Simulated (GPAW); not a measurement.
Runs of GPAW 26.7.0 on TiO2. The structure is tetragonal, space group P4_2/mnm (No. 136). The conventional cell has a = 4.600 Å, b = 4.600 Å, c = 2.959 Å, α = 90.00°, β = 90.00°, γ = 90.00°. Around Ti (site symmetry mmm) lie 6 O at 1.95 to 1.98 Å. Around O (site symmetry m2m) lie 3 Ti at 1.95 to 1.98 Å. The cell is a database's computed one.

| task | level | potentials or basis | cell | band path | band points | optimizer | fmax | max steps | gap on the mesh (eV) | pressure (GPa) | relaxed volume (Å³/atom) | largest force (eV/Å) |
| --- | --- | --- | --- | --- | --- | --- | --- | --- | --- | --- | --- | --- |
| band structure | RPBE | the program's PAW data sets (release 1.2.1) made for this functional, pw | as given | GXMGZRAZ,XR,MA | 100 | - | - | - | 1.91 | 10.6 | - | (b) |
| relaxation of cell and atoms | LDA | the program's PAW data sets (release 1.2.1) made for this functional, pw | relaxed | - | - | BFGS | 0.01 eV/Å | 100 | 1.85 | -0.1 | 10.11 | - |
| relaxation of cell and atoms | RPBE | the program's PAW data sets (release 1.2.1) made for this functional, pw | relaxed | - | - | LBFGS | 0.02 eV/Å | 40 | 1.86 | 0.1 | 10.95 | 0.01 |
| band structure | BP86 | PAW data sets generated in the run's folder for this functional, pw | as given | GXMGZRAZ,XR,MA | 80 | - | - | - | 1.86 | 5.1 | - | 0.03 |
| band structure | LDA | the program's PAW data sets (release 1.2.1) made for this functional, pw | as given | GXMGZRAZ,XR,MA | 60 | - | - | - | 1.79 | -7.9 | - | 0.10 |
| band structure | AM05 | PAW data sets generated in the run's folder for this functional, pw | as given | GXMGZRAZ,XR,MA | 100 | - | - | - | 1.83 | -1.0 | - | 0.06 |
| band structure | BLYP | PAW data sets generated in the run's folder for this functional, pw | as given | GXMGZRAZ,XR,MA | 80 | - | - | - | 1.88 | 10.6 | - | 0.08 |
| band structure | SCAN | GPAW PAW data sets (gpaw-data 1.2.1), pw | as given | GXMGZRAZ,XR,MA | 60 | - | - | - | (c) | -0.8 | - | 0.04 |
| band structure | M06-L | GPAW PAW data sets (gpaw-data 1.2.1), pw | as given | GXMGZRAZ,XR,MA | 100 | - | - | - | (d) | 1.1 | - | 0.02 |
| relaxation of cell and atoms | TASK | GPAW PAW data sets (gpaw-data 1.2.1), pw | relaxed | - | - | BFGS | 0.05 eV/Å | 100 | 2.48 | 0.5 | 11.12 | 0.04 |
| relaxation of cell and atoms | RPBE+D4 | the program's PAW data sets (release 1.2.1) made for this functional, pw | relaxed | - | - | BFGS | 0.01 eV/Å | 100 | (a) | 0.0 | 10.46 | 0.01 |

Alike in all rows: no spin polarisation; k mesh 4 × 4 × 6; cutoff (eV) 800; smearing fermi-dirac 0.05 eV.

Question: Estimate the missing entries.

Answer: (a) 1.89; (b) 0.07; (c) 2.25; (d) 2.14.

Caveats: later steps reuse the first step's grids (some runs); the PAW data sets were made with another functional, which shifts forces and pressure a little (some runs).

A k mesh can miss the band edges.
